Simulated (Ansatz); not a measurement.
# Ruthenium, diamond under PBE: ground state and equation of state

The plan for ruthenium in the diamond structure: relax it, solve it on a dense k-mesh, then scale the cell to 7 volumes from 88 to 112 % of the relaxed one and try a fit of the equation of state. The start is ferromagnetic. The k-meshes are 10×10×10 for the relaxation; 16×16×16 for the dense run; 11×11×11 for the volumes.

This is Ru in the diamond structure; at room conditions it is hcp.

Method: DFT PBE, plane waves (420 eV) with PAW, scalar-relativistic, in Ansatz 0.2.0.

### Step 1. The system as given

It takes space group Fd-3m (No. 227, cubic). Conventional cell: a = 5.270 Å, b = 5.270 Å, c = 5.270 Å, α = 90.00°, β = 90.00°, γ = 90.00°. Ru (site symmetry -43m) has 4 Ru at 2.28 Å as nearest neighbours.

Coordinates:

```
CELL_PARAMETERS angstrom
0.00000 2.63517 2.63517
2.63517 0.00000 2.63517
2.63517 2.63517 0.00000
ATOMIC_POSITIONS crystal
Ru 0.12500 0.12500 0.12500
Ru 0.87500 0.87500 0.87500
```

Starting moments (μB): +1 ×2.

### Step 2. Relaxation of the cell

The input, input.yaml:

```yaml
crystal:
  lattice:
    - [0.0, 2.635171402, 2.635171402]
    - [2.635171402, 0.0, 2.635171402]
    - [2.635171402, 2.635171402, 0.0]
  atoms:
    - { symbol: Ru, position: [0.125, 0.125, 0.125], spin: 1.0 }
    - { symbol: Ru, position: [0.875, 0.875, 0.875], spin: 1.0 }
hamiltonian:
  xc: pbe
  pseudopotentials:
    kind: paw
    azcp:
      Ru: "pseudopotentials/Ru.paw.azcp"
basis:
  ecutwfc: 420
  fft_grid_basis: typed
kpoints:
  mp_grid: { grid: [10, 10, 10], shift: [0, 0, 0] }
magnetization:
  spin_polarized: true
scf:
  occupations: { method: fermi_dirac, width: 0.05 }
relax:
  max_steps: 60
  f_tol: 0.01
  cell: {}
output:
  write_density: true
  write_potential: true
  elf: true
  volumetric_format: npy
```

Command:

```sh
ansatz run input.yaml --threads 2 --pin off --max-ram 6144MiB --backend cpu --events-out ev --progress --plain --runs-dir out
```

Log:

```text
Warning: RAYON_NUM_THREADS=2 ignored (pool sized by the plan → 2); use --threads N
Engine: ansatz 0.2.0, x86_64-unknown-linux-gnu
Pseudopotentials: kind: paw
Pseudopotential: Ru, paw, valence charge 16, recommended cutoff 420 eV (normal), <dir>
Functional definition: PBE
  parameter kappa = 0.804
  parameter beta = 0.06672455060314922
  exchange = pbe_x(kappa = kappa, mu = beta*pi^2/3)
  correlation = pbe_c(beta = beta)
Crystal: 2 atoms, lattice volume = 36.598 Å³
Basis set: ecut = 420 eV, 725 PW (Γ), exchange–correlation on 50×50×50 points (8 copies of the dense FFT grid, shifted against one another)
Bands: 21, of which v1, the nominal top of the filled ones, is band 16 counted from 1 (15 counted from 0)
Symmetry: 48 space group operations
Space group: Fd-3m (ITA 227), of the structure as read, at distance tolerance 3.3e-5 Å
Magnetic group: BNS 227.128 (UNI 1630), of the structure as read, at distance tolerance 3.3e-5 Å
k-points: 47 of 1000
Non-local potential: Ru, projectors of the file, l = 0: 3, l = 1: 2, l = 2: 2, l = 3: 1
PAW form: soft (Blöchl's): semilocal exchange-correlation on the pseudo side does not see the compensation charge
PAW one-centre angular grid: Ru, 590 points (default); XC on 64 Gauss nodes
Initial density: superposition of atomic densities (chi_scale 0.1, normalization cell)
Starting moments: Σ|m| = 2 μB on 2 of 2 sites
Initial wavefunctions: pseudopotential atomic-orbital guess
Functional: x = pbe(κ = 0.804, μ = 0.2195149727645171), c = pbe(β = 0.06672455060314922)
SCF iter   1: F=—  HF=-11755.417428 eV  |F-HF|=—  |Δ(HF+E_count)|=         —  Δρ=5.62e-2 (↑5.62e-2 ↓3.44e-2)  dr2=1.82e0  dr2_m=1.86e-1  M=0.939 μB ∫|m|=0.943 μB  β_m=0.30  ethr=3.10e-3  ⟨swp⟩=5.6  Hψ=8411  notcnv=0
Mixer restart at iter 1: flushing history
preconditioner: auto → Kerker (q_TF=auto, 2.668 Å⁻¹)  [metal: Δε(μ)=0.005 eV  Ē_g=6.825 eV  σ=0.050 eV  W_gap=0.02  n_scr=14 (ndim 8)  ℏωp=24.6 eV  f_vac=0.000  D(μ)=2.16/eV (n_scr^D=14)]
spin=Collinear: Kerker preconditioning applied to the charge; magnetization (m = ρ↑ − ρ↓) channel mixes plain (no charge-response kernel on spin).
SCF iter   2: F=—  HF=-11754.646336 eV  |F-HF|=—  |Δ(HF+E_count)|=   7.71e-1  Δρ=3.99e-2 (↑3.99e-2 ↓2.43e-2)  dr2=7.07e-1  dr2_m=1.30e-1  M=0.773 μB ∫|m|=0.785 μB  β_m=0.59  ethr=3.10e-3  ⟨swp⟩=2.0  Hψ=3130  notcnv=0  defer=20
SCF iter   3: F=—  HF=-11754.676663 eV  |F-HF|=—  |Δ(HF+E_count)|=   3.03e-2  Δρ=1.21e-2 (↑9.00e-3 ↓1.21e-2)  dr2=2.44e-2  dr2_m=2.94e-2  M=0.362 μB ∫|m|=0.389 μB  β_m=0.79  ethr=2.21e-3  ⟨swp⟩=2.0  Hψ=3168  notcnv=0  defer=22
SCF iter   4: F=—  HF=-11754.779752 eV  |F-HF|=—  |Δ(HF+E_count)|=         —  Δρ=6.53e-3 (↑6.53e-3 ↓5.18e-3)  dr2=1.86e-3  dr2_m=1.10e-2  M=0.021 μB ∫|m|=0.035 μB  β_m=0.79  ethr=7.62e-5  ⟨swp⟩=2.1  Hψ=4195  notcnv=0  defer=22
Mixer restart at iter 4: flushing history
SCF iter   5: F=—  HF=-11754.777807 eV  |F-HF|=—  |Δ(HF+E_count)|=   1.94e-3  Δρ=1.81e-3 (↑1.81e-3 ↓1.79e-3)  dr2=2.67e-4  dr2_m=1.04e-3  M=0.006 μB ∫|m|=0.014 μB  β_m=0.90  ethr=5.82e-6  ⟨swp⟩=2.2  Hψ=3295  notcnv=0  defer=22
SCF iter   6: F=—  HF=-11754.777809 eV  |F-HF|=—  |Δ(HF+E_count)|=   1.98e-6  Δρ=2.64e-4 (↑2.64e-4 ↓1.86e-4)  dr2=3.45e-5  dr2_m=8.79e-6  M=0.000 μB ∫|m|=0.002 μB  β_m=0.94  ethr=8.36e-7  ⟨swp⟩=3.0  Hψ=3648  notcnv=0  defer=22
SCF iter   7: F=—  HF=-11754.777955 eV  |F-HF|=—  |Δ(HF+E_count)|=   1.46e-4  Δρ=5.87e-5 (↑5.87e-5 ↓5.83e-5)  dr2=5.80e-6  dr2_m=1.08e-7  M=-0.000 μB ∫|m|=0.000 μB  β_m=0.97  ethr=1.08e-7  ⟨swp⟩=2.1  Hψ=3290  notcnv=0  defer=22
SCF iter   8: F=—  HF=-11754.777959 eV  |F-HF|=—  |Δ(HF+E_count)|=   3.66e-6  Δρ=1.30e-5 (↑1.30e-5 ↓1.22e-5)  dr2=5.39e-8  dr2_m=3.88e-8  M=-0.000 μB ∫|m|=0.000 μB  β_m=0.98  ethr=1.81e-8  ⟨swp⟩=2.0  Hψ=2680  notcnv=0  defer=22
SCF iter   9: F=—  HF=-11754.777959 eV  |F-HF|=—  |Δ(HF+E_count)|=   1.17e-7  Δρ=1.27e-6 (↑1.03e-6 ↓1.27e-6)  dr2=5.10e-10  dr2_m=3.01e-10  M=0.000 μB ∫|m|=0.000 μB  β_m=0.99  ethr=1.68e-10  ⟨swp⟩=2.2  Hψ=3362  notcnv=0  defer=22
SCF iter  10: F=-11754.777959 eV  HF=-11754.777959 eV  |F-HF|=3.64e-11  |Δ(HF+E_count)|=   1.11e-9  Δρ=1.97e-7 (↑1.61e-7 ↓1.97e-7)  dr2=8.44e-12  dr2_m=6.45e-12  M=0.000 μB ∫|m|=0.000 μB  ethr=1.59e-12  ⟨swp⟩=4.0  Hψ=9797  notcnv=0
WARN: the starting moments were not kept: the SCF closed with an absolute magnetisation of 3.8e-6 μB, where they sum to 2 μB in size (2 sites). That is at most 0.1 of that sum. Measured as dr2_m measures the in/out step, that magnetisation stands 1.8e-12 eV from none, at or under the dr2_threshold of 1.0e-7 eV: it is no larger than a step whose dr2_m would equal this threshold. The system may hold no moment; this SCF shows only that its start led to no more than that. To try another start: raise the starting moments (crystal.atoms[].spin, magnetization.per_species, magnetization.initial_magnetization, or on a non-collinear deck that types none of these the spinor_matrix: blocks that start its atoms; where the total moment is fixed, keep their sum and leave initial_magnetization as it is; typed ones take the place of any that the run laid by itself, positive ones on a crystal's lanthanoids without a Hubbard term where scf.initial_density.shell_occupations: [] is typed) or, if the notice of its spin-set hold's release reads "site moments contracting" or "site moments show no strong build", lengthen the hold (scf.mixing.spin_hold: { on: { confirm: 4 } }; for m-r²SCAN on two components see the key's manual first). Each may lead to a state that holds a moment. A second SCF, from the converged charge density, with the starting moments and any scf.initial_density.shell_occupations laid on it anew, would have followed, and was not run: the deck does not ask for one (magnetization.retry_lost_moments is false, the default). To let it run, set magnetization.retry_lost_moments: true and run the deck again, where that key's refused combinations let it; where memory then withholds it, that run's warning says so.
SCF 1 converged in 10 iterations: F = -11754.777959 eV  dr2 = 8.44e-12
relax step   1: F+E_penalty+E_count = -11754.77795889 eV  Δ(F+E_penalty+E_count) = +0.000e0 eV  max|allowed force component| = 2.776e-17 eV/Å  Δτ_max = 0.0000 Å  P = +21.438 GPa  Ω = 36.598 Å³  (10 SCF iters, accepted)
[... 20 lines left out ...]
relax step   2: F+E_penalty+E_count = -11754.99942291 eV  Δ(F+E_penalty+E_count) = -2.215e-1 eV  max|allowed force component| = 1.665e-16 eV/Å  Δτ_max = 0.0000 Å  P = -4.554 GPa  Ω = 41.786 Å³  energy of the carried Pulay correction = -1.958e-3 eV  (9 SCF iters, dr2 threshold 2.00e-7 eV, accepted)
[... 14 lines left out ...]
relax step   3: F+E_penalty+E_count = -11755.01705335 eV  Δ(F+E_penalty+E_count) = -1.763e-2 eV  max|allowed force component| = 1.850e-16 eV/Å  Δτ_max = 0.0000 Å  P = -0.826 GPa  Ω = 40.774 Å³  energy of the carried Pulay correction = -1.597e-3 eV  (8 SCF iters, dr2 threshold 2.00e-7 eV, accepted)
[... 12 lines left out ...]
relax step   4: F+E_penalty+E_count = -11755.01766413 eV  Δ(F+E_penalty+E_count) = -6.108e-4 eV  max|allowed force component| = 3.238e-17 eV/Å  Δτ_max = 0.0000 Å  P = +0.001 GPa  Ω = 40.567 Å³  energy of the carried Pulay correction = -1.522e-3 eV  (7 SCF iters, dr2 threshold 2.00e-7 eV, accepted)
[... 14 lines left out ...]
relax step   5: F+E_penalty+E_count = -11755.01891662 eV  Δ(F+E_penalty+E_count) = -1.252e-3 eV  max|allowed force component| = 6.939e-17 eV/Å  Δτ_max = 0.0000 Å  P = +0.002 GPa  Ω = 40.567 Å³  stress off target by 2.48e-3 GPa  SCF on the basis re-selected at this cell (its energy is not comparable with the rows above)  (8 SCF iters)
basis re-selected at this cell: Δ(F+E_penalty+E_count) = -1.252e-3 eV, ΔP = +0.001 GPa vs the last step (what re-selecting the basis moved, of the pressure what is left beyond the Pulay correction that the steps carried, after the strain that the cell walked since its last selection, with what the two solves' SCF thresholds leave and, on support functions, any second-order correction that the steps lacked; it is no measure of the basis error at this ecutwfc). The dense FFT grid was sized anew with the basis: this SCF ran on 27×27×27 points, the steps before it on 25×25×25, so part of this shift can come from that change (see relax.cell in the input reference). This SCF's stress stands 2.48e-3 GPa from its target on what of the cell is left free (relax.cell.stress_tol is 5.00e-2 GPa) and its largest allowed force component is 6.94e-17 eV/Å (relax.f_tol is 1.00e-2 eV/Å): within both
SCF converged after 8 iterations
Magnetization: -0.0000 μB (16.0000 up, 16.0000 down)
Absolute magnetization: 0.0000 μB (∫|ρ↑−ρ↓|, with the PAW one-centre terms)
Spin contamination: 0.0000 ħ² per cell (⟨S²⟩ above its minimum at these occupations)
Per-site moments (μB) at R_I (Å): [(2.415780064671145e-11, 0.974242636834682), (2.415788743358939e-11, 0.974242636834682)]
Free energy (F): -11755.018917 eV
Harris-Foulkes:  -11755.018917 eV  (|F-HF|=3.64e-12)
Internal energy: -11755.005295 eV  (E = F + TS)
E sigma→0 (E₀):  -11755.012106 eV
Entropy (-TS):   -0.013622 eV (-6.811 meV/atom)
Fermi energy:    14.176685 eV
--- Per-component energies (eV) ---
  E_band       = -392.041251
  E_kinetic    = 1029.255365
  E_local      = -3874.045764  (includes V_loc(G=0)·N_el)
  E_nonlocal   = 690.329181
  E_hartree    = 1341.839699
  E_xc         = -378.197983
  E_vxc        = -474.358192  (∫ρ·V_xc dr)
  E_paw        = -6923.527127  (= ΣΔE_a)
  E_vpaw       = -446.900814  (= ΣTr[D̂ρ^β])
  E_aug_tail   = -0.000397  (compensation charges beyond the density's cutoff)
  E_ewald      = -3640.658269
  E_smearing   = -0.013622  (= −TS)
  E_closure    = 0.000000  (closes the sum)
  Σ components = -11755.018917   (vs F -11755.018917, Δ=0.00e0)
--- Forces (eV/Å), atoms counted from 1 ---
  atom   1  Ru     0.00000000    -0.00000000     0.00000000
  atom   2  Ru    -0.00000000    -0.00000000    -0.00000000
  max |Σ_I F_I| component: 2.78e-17 eV/Å
--- Stress (GPa, compression-positive) ---
        0.002485       0.000000      -0.000000
        0.000000       0.002485      -0.000000
       -0.000000      -0.000000       0.002485
  P = ⅓ Tr σ = 0.0025 GPa (0.025 kbar)
--- Band table (eV; the first three rows and the last of 94) ---
  k-point 0 ↑: bands = ["-58.7166", "-58.2151", "-28.9399", "-28.9399", "-28.9399", "-28.0647", "-28.0647", "-28.0647", "8.6881", "10.3997", "10.3997", "10.9819", "10.9819", "10.9819", "13.7109", "13.7109", "13.7109", "16.0147", "16.0147", "26.7280", "27.1807"]
  k-point 1 ↑: bands = ["-58.7076", "-58.2245", "-28.9500", "-28.9500", "-28.9379", "-28.0670", "-28.0541", "-28.0541", "8.8698", "10.3096", "10.3096", "10.9789", "11.1331", "11.1331", "13.5646", "13.6831", "13.6831", "16.0085", "16.0085", "25.2655", "26.5610"]
  k-point 2 ↑: bands = ["-58.6824", "-58.2508", "-28.9754", "-28.9754", "-28.9329", "-28.0729", "-28.0274", "-28.0274", "9.3647", "10.2222", "10.2222", "11.0008", "11.3331", "11.3331", "13.2182", "13.6827", "13.6827", "15.9710", "15.9710", "22.9413", "25.4682"]
  k-point 46 ↓: bands = ["-58.4687", "-58.4687", "-29.1348", "-29.1348", "-28.5031", "-28.5031", "-27.8637", "-27.8637", "9.6837", "9.6837", "11.3363", "11.3363", "12.3886", "12.3886", "12.8513", "12.8513", "16.2464", "16.2464", "17.6456", "17.6456", "18.4196"]
--- Relaxed structure (4 steps of the walk, 4 accepted, 1 SCFs on fresh bases) ---
  F+E_penalty+E_count = -11755.01891662 eV   max|allowed force component| = 6.939e-17 eV/Å   (the final SCF, on the basis selected at the relaxed cell)
  cell:  # Å, volume = 40.5665 Å³
    - [-3.879050995369573e-33, 2.7271721145818897, 2.727172114581889]
    - [2.7271721145818897, -5.872416270554397e-33, 2.727172114581889]
    - [2.7271721145818897, 2.7271721145818897, -5.45204807519828e-33]
  atoms:
    - { symbol: Ru, position: [0.12499999999999999, 0.12499999999999999, 0.125] }
    - { symbol: Ru, position: [0.875, 0.875, 0.8750000000000002] }
```

Run time: 12 s. Hardware: 2 threads of Intel Xeon Platinum 8259CL at 2.50GHz (Skylake/Cascade Lake), shared host; peak memory 0.42 GiB.

Step by step:

| step | energy change (meV/atom) | largest force (eV/Å) | pressure (GPa) | volume (Å³/atom) |
| --- | --- | --- | --- | --- |
| 1 | 0.00 | 0.0000 | 21.44 | 18.299 |
| 2 | -110.73 | 0.0000 | -4.55 | 20.893 |
| 3 | -119.55 | 0.0000 | -0.83 | 20.387 |
| 4 | -119.85 | 0.0000 | 0.00 | 20.283 |
| 5 | -120.48 | 0.0000 | 0.00 | 20.283 |

Steps that repeat a cell are solved on a basis chosen anew, so their changes of energy are no gain of the relaxation.

The cell of the run, before and after:

|  | before | after | change |
| --- | --- | --- | --- |
| a (Å) | 3.727 | 3.857 | +3.5 % |
| b (Å) | 3.727 | 3.857 | +3.5 % |
| c (Å) | 3.727 | 3.857 | +3.5 % |
| volume (Å³/atom) | 18.299 | 20.283 | +10.8 % |
| shortest distance (Å) | 2.282 | 2.362 | +3.5 % |
| space group (spins left aside) | Fd-3m | Fd-3m | same |

### Step 3. Single point on a dense mesh

The input, input.yaml:

```yaml
crystal:
  lattice:
    - [0.0, 2.7271721146, 2.7271721146]
    - [2.7271721146, 0.0, 2.7271721146]
    - [2.7271721146, 2.7271721146, 0.0]
  atoms:
    - { symbol: Ru, position: [0.125, 0.125, 0.125], spin: 1.0 }
    - { symbol: Ru, position: [0.875, 0.875, 0.875], spin: 1.0 }
hamiltonian:
  xc: pbe
  pseudopotentials:
    kind: paw
    azcp:
      Ru: "pseudopotentials/Ru.paw.azcp"
basis:
  ecutwfc: 420
  fft_grid_basis: typed
kpoints:
  mp_grid: { grid: [16, 16, 16], shift: [0, 0, 0] }
magnetization:
  spin_polarized: true
scf:
  occupations: { method: fermi_dirac, width: 0.05 }
```

Command:

```sh
ansatz run input.yaml --threads 2 --pin off --max-ram 6144MiB --backend cpu --events-out ev --progress --plain --runs-dir out
```

Log, shortened:

```text
Warning: RAYON_NUM_THREADS=2 ignored (pool sized by the plan → 2); use --threads N
[...]
Pseudopotentials: kind: paw
Pseudopotential: Ru, paw, valence charge 16, recommended cutoff 420 eV (normal), <dir>
Functional definition: PBE
[...]
Crystal: 2 atoms, lattice volume = 40.567 Å³
Basis set: ecut = 420 eV, 821 PW (Γ)
Bands: 21, of which v1, the nominal top of the filled ones, is band 16 counted from 1 (15 counted from 0)
Symmetry: 48 space group operations
Space group: Fd-3m (ITA 227), of the structure as read, at distance tolerance 3.4e-5 Å
[...]
WARN: the starting moments were not kept: the SCF closed with an absolute magnetisation of 4.1e-6 μB, where they sum to 2 μB in size (2 sites). That is at most 0.1 of that sum. Measured as dr2_m measures the in/out step, that magnetisation stands 3.3e-12 eV from none, at or under the [...]
SCF converged after 9 iterations
Magnetization: 0.0000 μB (16.0000 up, 16.0000 down)
Absolute magnetization: 0.0000 μB (∫|ρ↑−ρ↓|, with the PAW one-centre terms)
Spin contamination: 0.0000 ħ² per cell (⟨S²⟩ above its minimum at these occupations)
Per-site moments (μB) at R_I (Å): [(1.5681882117985786e-6, 0.9742426368411519), (1.5681882117616418e-6, 0.9742426368411519)]
Free energy (F): -11755.016871 eV
[...]
E sigma→0 (E₀):  -11755.009108 eV
Entropy (-TS):   -0.015525 eV (-7.763 meV/atom)
Fermi energy:    14.171629 eV
[...]
```

Run time: 6.1 s. Hardware: 2 threads of Intel Xeon Platinum 8259CL at 2.50GHz (Skylake/Cascade Lake), shared host; peak memory 0.48 GiB.

### Step 4. Equation of state: 88 %

The input, input.yaml:

```yaml
crystal:
  lattice:
    - [0.0, 2.6134053247, 2.6134053247]
    - [2.6134053247, 0.0, 2.6134053247]
    - [2.6134053247, 2.6134053247, 0.0]
  atoms:
    - { symbol: Ru, position: [0.125, 0.125, 0.125], spin: 1.0 }
    - { symbol: Ru, position: [0.875, 0.875, 0.875], spin: 1.0 }
hamiltonian:
  xc: pbe
  pseudopotentials:
    kind: paw
    azcp:
      Ru: "pseudopotentials/Ru.paw.azcp"
basis:
  ecutwfc: 420
  fft_grid_basis: typed
kpoints:
  mp_grid: { grid: [11, 11, 11], shift: [0, 0, 0] }
magnetization:
  spin_polarized: true
scf:
  occupations: { method: fermi_dirac, width: 0.05 }
  lower_state_search: "off"
output:
  stress: true
```

Command:

```sh
ansatz run input.yaml --threads 2 --pin off --max-ram 6144MiB --backend cpu --events-out ev --progress --plain --runs-dir out
```

Log, shortened:

```text
Warning: RAYON_NUM_THREADS=2 ignored (pool sized by the plan → 2); use --threads N
[...]
Pseudopotentials: kind: paw
Pseudopotential: Ru, paw, valence charge 16, recommended cutoff 420 eV (normal), <dir>
Functional definition: PBE
[...]
Crystal: 2 atoms, lattice volume = 35.699 Å³
Basis set: ecut = 420 eV, 725 PW (Γ)
Bands: 21, of which v1, the nominal top of the filled ones, is band 16 counted from 1 (15 counted from 0)
Symmetry: 48 space group operations
Space group: Fd-3m (ITA 227), of the structure as read, at distance tolerance 3.3e-5 Å
[...]
WARN: the starting moments were not kept: the SCF closed with an absolute magnetisation of 2.2e-6 μB, where they sum to 2 μB in size (2 sites). That is at most 0.1 of that sum. Measured as dr2_m measures the in/out step, that magnetisation stands 9.0e-13 eV from none, at or under the [...]
Magnetization: -0.0000 μB (16.0000 up, 16.0000 down)
Absolute magnetization: 0.0000 μB (∫|ρ↑−ρ↓|, with the PAW one-centre terms)
Spin contamination: 0.0000 ħ² per cell (⟨S²⟩ above its minimum at these occupations)
Per-site moments (μB) at R_I (Å): [(-6.425398329512535e-7, 0.9336011031499843), (-6.425398331500144e-7, 0.9336011031499843)]
Free energy (F): -11754.635515 eV
[...]
E sigma→0 (E₀):  -11754.628449 eV
Entropy (-TS):   -0.014132 eV (-7.066 meV/atom)
Fermi energy:    16.864847 eV
[...]
--- Stress (GPa, compression-positive) ---
       28.221783       0.000000      -0.000000
       -0.000000      28.221783      -0.000000
       -0.000000       0.000000      28.221783
  P = ⅓ Tr σ = 28.2218 GPa (282.218 kbar)
```

Run time: 3.2 s. Hardware: 2 threads of Intel Xeon Platinum 8259CL at 2.50GHz (Skylake/Cascade Lake), shared host; peak memory 0.36 GiB.

### Step 5. Equation of state: 92 %

Edit input.yaml of step 4 so:

```diff
@@ -2,5 +2,5 @@
   lattice:
-    - [0.0, 2.6134053247, 2.6134053247]
-    - [2.6134053247, 0.0, 2.6134053247]
-    - [2.6134053247, 2.6134053247, 0.0]
+    - [0.0, 2.6524171258, 2.6524171258]
+    - [2.6524171258, 0.0, 2.6524171258]
+    - [2.6524171258, 2.6524171258, 0.0]
   atoms:
```

Command:

```sh
ansatz run input.yaml --threads 2 --pin off --max-ram 6144MiB --backend cpu --events-out ev --progress --plain --runs-dir out
```

Log, shortened:

```text
Warning: RAYON_NUM_THREADS=2 ignored (pool sized by the plan → 2); use --threads N
[...]
Pseudopotentials: kind: paw
Pseudopotential: Ru, paw, valence charge 16, recommended cutoff 420 eV (normal), <dir>
Functional definition: PBE
[...]
Crystal: 2 atoms, lattice volume = 37.321 Å³
Basis set: ecut = 420 eV, 725 PW (Γ)
Bands: 21, of which v1, the nominal top of the filled ones, is band 16 counted from 1 (15 counted from 0)
Symmetry: 48 space group operations
Space group: Fd-3m (ITA 227), of the structure as read, at distance tolerance 3.3e-5 Å
[...]
WARN: the starting moments were not kept: the SCF closed with an absolute magnetisation of 2.9e-6 μB, where they sum to 2 μB in size (2 sites). That is at most 0.1 of that sum. Measured as dr2_m measures the in/out step, that magnetisation stands 1.7e-12 eV from none, at or under the [...]
Magnetization: -0.0000 μB (16.0000 up, 16.0000 down)
Absolute magnetization: 0.0000 μB (∫|ρ↑−ρ↓|, with the PAW one-centre terms)
Spin contamination: 0.0000 ħ² per cell (⟨S²⟩ above its minimum at these occupations)
Per-site moments (μB) at R_I (Å): [(-9.273795030397643e-7, 0.9475375026049784), (-9.273795028785854e-7, 0.9475375026049784)]
Free energy (F): -11754.860340 eV
[...]
E sigma→0 (E₀):  -11754.852873 eV
Entropy (-TS):   -0.014934 eV (-7.467 meV/atom)
Fermi energy:    15.891521 eV
[...]
--- Stress (GPa, compression-positive) ---
       16.617483      -0.000000       0.000000
        0.000000      16.617483       0.000000
       -0.000000       0.000000      16.617483
  P = ⅓ Tr σ = 16.6175 GPa (166.175 kbar)
```

Wall time 3.4 s (2 threads of Intel Xeon Platinum 8259CL at 2.50GHz (Skylake/Cascade Lake), shared host); peak memory 0.37 GiB.

(Part 1 of 2 ends here.)
